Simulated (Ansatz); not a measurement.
**Ta (hcp): energy against volume**

Method: Ansatz 0.2.0, DFT, RPBE, plane waves (420 eV) with PAW, scalar-relativistic. The PAW files were generated under PBE, with cores re-solved for the functional.

The cell is scaled uniformly from the relaxed one, with fractional coordinates and shape fixed. Energies are extrapolated to zero smearing, pressures are those at the given smearing. Magnetic state: spin not included.

A Birch-Murnaghan fit gives V₀ = 19.07 Å³/atom, B₀ = 183 GPa, B₀′ = 3.8.

(1) What are the energy above the minimum and the pressure at 16.785 Å³/atom?

(2) What are the energy above the minimum and the pressure at 20.600 Å³/atom?

(3) What are the energy above the minimum and the pressure at 21.362 Å³/atom?

Answers

(1) 191.1 meV/atom and 29.74 GPa as computed.

(2) 61.8 meV/atom and -11.89 GPa as computed.

(3) 130.8 meV/atom and -16.36 GPa as computed.
